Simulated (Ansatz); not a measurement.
Born–Oppenheimer molecular dynamics of a periodic cell of 16 atoms, Si (start crystal Si, start structure diamond, volume 1 times the crystal's). It goes on from the last frame of an earlier run, with new velocities.

Theory: Ansatz, DFT PBEsol, scalar-relativistic, plane waves, PAW. Settings: accuracy low, cutoff 420 eV, k mesh 2x2x2, fermi-dirac smearing 0.17 eV, no spin polarisation.

```json
{
  "ensemble": "NVT, Langevin thermostat",
  "time step": "2 fs",
  "steps asked": "129",
  "set temperature": "1600 K",
  "friction": "0.02 /fs",
  "temperature schedule": "97 steps to 300 K, then 32 steps to 300 K",
  "seed": "984390"
}
```

Frames 2 fs apart, positions in Å, forces in eV/Å.

Velocities at 180.0 fs (Å/ps):

```
Si -5.69 -8.39 0.09
Si 3.17 -2.61 6.71
Si 8.01 6.21 3.12
Si -0.32 -8.44 -1.44
Si 0.48 2.97 2.28
Si -5.28 0.27 -8.51
Si -3.31 -2.29 2.65
Si 1.51 6.32 15.36
Si 0.24 4.21 0.21
Si 3.39 3.66 -0.19
Si 6.14 -10.08 -0.91
Si 8.36 -4.28 6.20
Si -4.36 -6.04 -0.62
Si -6.43 5.83 -3.83
Si 0.67 6.23 2.83
Si 9.40 1.12 -2.31
```

```xyz
16
Lattice="0.0000 5.4300 5.4300 5.4300 0.0000 5.4300 5.4300 5.4300 0.0000" Properties=species:S:1:pos:R:3:forces:R:3 time_fs=180.0 energy_less_start_eV=-1.784 T=960
Si -0.422 0.370 0.012 1.44 0.36 0.34
Si 1.615 1.656 0.953 0.15 -0.50 -0.61
Si 2.875 3.111 -0.454 -1.35 0.19 0.75
Si 3.568 4.572 1.328 -0.80 0.03 0.18
Si 3.047 0.417 2.316 -0.77 -0.89 0.74
Si 3.831 1.824 4.137 -0.44 -0.61 -0.79
Si 4.801 3.069 2.494 2.64 -0.11 0.16
Si 6.804 4.326 3.633 0.73 -0.04 -1.58
Si -0.326 2.473 1.845 0.42 -0.08 -0.90
Si 0.904 4.260 4.184 -0.80 -0.87 0.73
Si 2.309 5.636 3.096 0.46 1.35 -1.65
Si 4.778 7.729 4.030 0.61 -0.70 0.82
Si 2.552 3.140 5.503 0.12 0.83 0.53
Si 4.550 4.496 6.398 -2.30 -0.07 0.53
Si 5.811 5.773 5.048 0.10 1.84 0.39
Si 6.643 7.202 6.892 -0.22 -0.72 0.38
16
Lattice="0.0000 5.4300 5.4300 5.4300 0.0000 5.4300 5.4300 5.4300 0.0000" Properties=species:S:1:pos:R:3:forces:R:3 time_fs=182.0 energy_less_start_eV=-1.728 T=868
Si -0.431 0.355 0.014 1.41 0.60 0.21
Si 1.622 1.651 0.964 0.04 -0.35 -0.75
Si 2.890 3.123 -0.447 -1.39 -0.04 0.72
Si 3.567 4.557 1.325 -0.80 0.11 0.28
Si 3.047 0.422 2.321 -0.78 -0.97 0.73
Si 3.821 1.824 4.119 -0.35 -0.77 -0.45
Si 4.796 3.064 2.497 2.83 -0.07 0.08
Si 6.807 4.339 3.663 0.74 -0.17 -1.77
Si -0.326 2.482 1.843 0.43 -0.06 -0.78
Si 0.910 4.264 4.185 -0.89 -0.97 0.78
Si 2.322 5.616 3.094 0.51 1.47 -1.70
Si 4.795 7.720 4.044 0.50 -0.50 0.56
Si 2.546 3.130 5.503 0.27 0.97 0.42
Si 4.536 4.508 6.392 -2.23 -0.20 0.54
Si 5.813 5.788 5.053 0.09 1.75 0.55
Si 6.662 7.204 6.888 -0.38 -0.80 0.58
16
Lattice="0.0000 5.4300 5.4300 5.4300 0.0000 5.4300 5.4300 5.4300 0.0000" Properties=species:S:1:pos:R:3:forces:R:3 time_fs=184.0 energy_less_start_eV=-1.689 T=873
Si -0.435 0.344 0.019 1.36 0.80 0.08
Si 1.628 1.646 0.971 -0.04 -0.22 -0.85
Si 2.903 3.135 -0.440 -1.38 -0.27 0.66
Si 3.566 4.543 1.323 -0.76 0.18 0.37
Si 3.046 0.426 2.326 -0.81 -1.04 0.72
Si 3.811 1.824 4.102 -0.27 -0.90 -0.11
Si 4.793 3.061 2.500 2.98 -0.01 0.02
Si 6.812 4.352 3.691 0.73 -0.27 -1.93
Si -0.325 2.489 1.838 0.41 -0.05 -0.60
Si 0.918 4.268 4.188 -0.96 -1.03 0.81
Si 2.334 5.597 3.089 0.52 1.58 -1.71
Si 4.813 7.711 4.061 0.35 -0.25 0.24
Si 2.542 3.123 5.503 0.40 1.08 0.32
Si 4.518 4.521 6.387 -2.10 -0.31 0.49
Si 5.816 5.807 5.058 0.08 1.55 0.74
Si 6.679 7.206 6.883 -0.51 -0.87 0.75
16
Lattice="0.0000 5.4300 5.4300 5.4300 0.0000 5.4300 5.4300 5.4300 0.0000" Properties=species:S:1:pos:R:3:forces:R:3 time_fs=186.0 energy_less_start_eV=-1.665 T=847
Si -0.439 0.334 0.025 1.31 0.96 -0.04
Si 1.633 1.641 0.976 -0.10 -0.11 -0.93
Si 2.913 3.148 -0.431 -1.35 -0.51 0.54
Si 3.564 4.529 1.321 -0.68 0.26 0.47
Si 3.044 0.428 2.331 -0.85 -1.10 0.71
Si 3.801 1.824 4.084 -0.19 -1.01 0.21
Si 4.794 3.055 2.503 3.11 0.08 -0.05
Si 6.817 4.364 3.716 0.69 -0.33 -2.04
Si -0.322 2.493 1.830 0.37 -0.03 -0.38
Si 0.926 4.269 4.192 -1.02 -1.03 0.81
Si 2.346 5.580 3.081 0.48 1.64 -1.66
Si 4.832 7.703 4.078 0.16 0.06 -0.12
Si 2.540 3.118 5.502 0.50 1.16 0.26
Si 4.497 4.532 6.383 -1.92 -0.39 0.41
Si 5.819 5.829 5.065 0.08 1.25 0.92
Si 6.693 7.207 6.881 -0.59 -0.90 0.90
16
Lattice="0.0000 5.4300 5.4300 5.4300 0.0000 5.4300 5.4300 5.4300 0.0000" Properties=species:S:1:pos:R:3:forces:R:3 time_fs=188.0 energy_less_start_eV=-1.654 T=905
Si -0.440 0.326 0.031 1.23 1.09 -0.14
Si 1.638 1.637 0.979 -0.17 -0.03 -0.96
Si 2.923 3.161 -0.420 -1.32 -0.75 0.34
Si 3.561 4.515 1.320 -0.52 0.35 0.61
Si 3.043 0.429 2.338 -0.93 -1.15 0.67
Si 3.790 1.823 4.067 -0.11 -1.09 0.55
Si 4.798 3.047 2.509 3.18 0.21 -0.14
Si 6.822 4.378 3.739 0.65 -0.39 -2.10
Si -0.321 2.498 1.822 0.36 -0.03 -0.18
Si 0.934 4.267 4.197 -1.04 -0.98 0.78
Si 2.358 5.566 3.071 0.41 1.65 -1.57
Si 4.852 7.697 4.097 -0.06 0.41 -0.48
Si 2.540 3.115 5.502 0.58 1.18 0.22
Si 4.474 4.541 6.381 -1.71 -0.43 0.30
Si 5.821 5.854 5.073 0.09 0.84 1.09
Si 6.705 7.205 6.881 -0.62 -0.89 1.00
16
Lattice="0.0000 5.4300 5.4300 5.4300 0.0000 5.4300 5.4300 5.4300 0.0000" Properties=species:S:1:pos:R:3:forces:R:3 time_fs=190.0 energy_less_start_eV=-1.642 T=818
Si -0.436 0.319 0.037 1.14 1.17 -0.20
Si 1.645 1.636 0.981 -0.25 0.02 -0.98
Si 2.932 3.172 -0.406 -1.32 -0.97 0.08
Si 3.557 4.501 1.319 -0.32 0.46 0.78
Si 3.041 0.428 2.345 -1.03 -1.18 0.63
Si 3.779 1.819 4.052 -0.03 -1.12 0.84
Si 4.807 3.039 2.513 3.19 0.35 -0.20
Si 6.826 4.392 3.760 0.62 -0.44 -2.11
Si -0.322 2.501 1.816 0.36 -0.03 -0.02
Si 0.939 4.262 4.201 -1.03 -0.91 0.75
Si 2.365 5.552 3.059 0.33 1.65 -1.47
Si 4.872 7.693 4.117 -0.32 0.78 -0.82
Si 2.542 3.113 5.503 0.62 1.18 0.19
Si 4.449 4.550 6.382 -1.46 -0.47 0.16
Si 5.822 5.881 5.082 0.12 0.34 1.26
Si 6.714 7.202 6.883 -0.62 -0.84 1.09
16
Lattice="0.0000 5.4300 5.4300 5.4300 0.0000 5.4300 5.4300 5.4300 0.0000" Properties=species:S:1:pos:R:3:forces:R:3 time_fs=192.0 energy_less_start_eV=-1.643 T=770
Si -0.430 0.314 0.042 1.01 1.22 -0.21
Si 1.652 1.637 0.983 -0.33 0.06 -0.98
Si 2.939 3.182 -0.392 -1.32 -1.19 -0.21
Si 3.551 4.488 1.318 -0.05 0.58 0.96
Si 3.037 0.425 2.351 -1.13 -1.19 0.61
Si 3.771 1.816 4.038 0.05 -1.14 1.07
Si 4.820 3.033 2.519 3.16 0.51 -0.27
Si 6.830 4.405 3.776 0.56 -0.45 -2.07
Si -0.321 2.504 1.810 0.35 0.00 0.10
Si 0.940 4.255 4.208 -0.94 -0.80 0.68
Si 2.371 5.539 3.047 0.20 1.61 -1.32
Si 4.891 7.693 4.133 -0.58 1.12 -1.12
Si 2.546 3.110 5.503 0.61 1.16 0.19
Si 4.424 4.560 6.381 -1.21 -0.53 0.06
Si 5.823 5.908 5.092 0.18 -0.17 1.36
Si 6.721 7.197 6.886 -0.58 -0.77 1.15
16
Lattice="0.0000 5.4300 5.4300 5.4300 0.0000 5.4300 5.4300 5.4300 0.0000" Properties=species:S:1:pos:R:3:forces:R:3 time_fs=194.0 energy_less_start_eV=-1.669 T=771
Si -0.422 0.309 0.047 0.85 1.26 -0.18
Si 1.657 1.638 0.983 -0.37 0.05 -0.95
Si 2.944 3.190 -0.378 -1.31 -1.40 -0.52
Si 3.543 4.476 1.318 0.27 0.68 1.14
Si 3.030 0.419 2.359 -1.22 -1.17 0.59
Si 3.765 1.813 4.026 0.14 -1.15 1.24
Si 4.838 3.027 2.528 3.07 0.69 -0.34
Si 6.834 4.414 3.789 0.48 -0.43 -2.02
Si -0.319 2.506 1.801 0.31 0.05 0.22
Si 0.936 4.247 4.219 -0.77 -0.68 0.56
Si 2.375 5.528 3.035 0.04 1.54 -1.12
Si 4.907 7.696 4.148 -0.81 1.39 -1.39
Si 2.550 3.107 5.503 0.57 1.13 0.19
Si 4.397 4.569 6.377 -0.96 -0.61 -0.03
Si 5.822 5.931 5.104 0.24 -0.64 1.41
Si 6.726 7.193 6.891 -0.52 -0.70 1.18
16
Lattice="0.0000 5.4300 5.4300 5.4300 0.0000 5.4300 5.4300 5.4300 0.0000" Properties=species:S:1:pos:R:3:forces:R:3 time_fs=196.0 energy_less_start_eV=-1.720 T=734
Si -0.413 0.307 0.053 0.69 1.29 -0.16
Si 1.661 1.640 0.979 -0.37 0.01 -0.91
Si 2.946 3.195 -0.366 -1.30 -1.54 -0.79
Si 3.536 4.469 1.319 0.58 0.70 1.29
Si 3.021 0.411 2.366 -1.31 -1.12 0.59
Si 3.759 1.809 4.017 0.25 -1.14 1.31
Si 4.862 3.021 2.536 2.91 0.85 -0.35
Si 6.837 4.425 3.799 0.40 -0.42 -1.94
Si -0.313 2.507 1.792 0.23 0.13 0.34
Si 0.931 4.240 4.232 -0.57 -0.55 0.42
Si 2.380 5.520 3.022 -0.15 1.46 -0.89
Si 4.920 7.702 4.161 -1.02 1.61 -1.63
Si 2.557 3.103 5.504 0.49 1.10 0.20
Si 4.367 4.576 6.374 -0.70 -0.66 -0.11
Si 5.819 5.951 5.115 0.28 -1.06 1.44
Si 6.730 7.189 6.897 -0.43 -0.64 1.19
16
Lattice="0.0000 5.4300 5.4300 5.4300 0.0000 5.4300 5.4300 5.4300 0.0000" Properties=species:S:1:pos:R:3:forces:R:3 time_fs=198.0 energy_less_start_eV=-1.792 T=742
Si -0.403 0.305 0.060 0.53 1.32 -0.14
Si 1.666 1.642 0.974 -0.37 -0.04 -0.86
Si 2.944 3.198 -0.355 -1.24 -1.62 -1.03
Si 3.532 4.462 1.321 0.87 0.70 1.36
Si 3.008 0.402 2.374 -1.36 -1.06 0.59
Si 3.753 1.804 4.010 0.38 -1.11 1.31
Si 4.888 3.016 2.542 2.70 0.97 -0.32
Si 6.839 4.435 3.805 0.32 -0.42 -1.85
Si -0.305 2.507 1.784 0.15 0.20 0.44
Si 0.923 4.234 4.242 -0.31 -0.42 0.29
Si 2.386 5.516 3.008 -0.36 1.37 -0.63
Si 4.933 7.708 4.173 -1.22 1.77 -1.82
Si 2.566 3.099 5.505 0.36 1.06 0.19
Si 4.338 4.580 6.371 -0.44 -0.69 -0.16
Si 5.815 5.969 5.127 0.30 -1.45 1.44
Si 6.732 7.185 6.902 -0.32 -0.58 1.18
16
Lattice="0.0000 5.4300 5.4300 5.4300 0.0000 5.4300 5.4300 5.4300 0.0000" Properties=species:S:1:pos:R:3:forces:R:3 time_fs=200.0 energy_less_start_eV=-1.875 T=738
Si -0.391 0.305 0.066 0.35 1.34 -0.10
Si 1.674 1.645 0.968 -0.41 -0.10 -0.78
Si 2.940 3.200 -0.346 -1.16 -1.67 -1.25
Si 3.528 4.455 1.324 1.15 0.69 1.39
Si 2.993 0.392 2.383 -1.38 -0.99 0.55
Si 3.747 1.798 4.004 0.54 -1.01 1.27
Si 4.916 3.011 2.546 2.46 1.04 -0.22
Si 6.843 4.445 3.805 0.20 -0.42 -1.71
Si -0.296 2.508 1.777 0.07 0.28 0.50
Si 0.912 4.229 4.253 -0.03 -0.28 0.15
Si 2.391 5.514 2.993 -0.56 1.27 -0.36
Si 4.945 7.716 4.182 -1.40 1.85 -1.96
Si 2.573 3.099 5.504 0.22 0.98 0.18
Si 4.309 4.584 6.366 -0.19 -0.70 -0.19
Si 5.813 5.984 5.141 0.30 -1.80 1.37
Si 6.735 7.180 6.907 -0.18 -0.49 1.16
16
Lattice="0.0000 5.4300 5.4300 5.4300 0.0000 5.4300 5.4300 5.4300 0.0000" Properties=species:S:1:pos:R:3:forces:R:3 time_fs=202.0 energy_less_start_eV=-1.968 T=698
Si -0.380 0.308 0.071 0.19 1.34 -0.04
Si 1.681 1.648 0.961 -0.45 -0.17 -0.70
Si 2.936 3.201 -0.339 -1.06 -1.66 -1.44
Si 3.526 4.450 1.327 1.40 0.67 1.36
Si 2.978 0.383 2.392 -1.37 -0.92 0.48
Si 3.742 1.791 3.999 0.71 -0.86 1.21
Si 4.944 3.011 2.549 2.20 1.05 -0.10
Si 6.848 4.453 3.800 0.07 -0.41 -1.54
Si -0.285 2.510 1.774 0.01 0.35 0.53
Si 0.902 4.223 4.265 0.21 -0.11 0.00
Si 2.396 5.511 2.980 -0.74 1.19 -0.11
Si 4.956 7.726 4.191 -1.55 1.83 -2.03
Si 2.579 3.103 5.503 0.08 0.83 0.18
Si 4.279 4.587 6.359 0.07 -0.69 -0.18
Si 5.811 5.995 5.154 0.28 -2.05 1.24
Si 6.737 7.174 6.911 -0.04 -0.39 1.13
```

Of the whole run (258 fs, mean temperature of the second half 749 K): The schedule's set-point averaged 409 K over the second half and the system 749 K, so it lags behind the ramp. A run of 0.26 ps of so small a system gives no equilibrium averages. Limits of this set-up: coarse k mesh, low accuracy level.

The run took 21 min on 1 thread of Arm Neoverse N1, with other jobs on the host, peak memory 0.59 GiB.
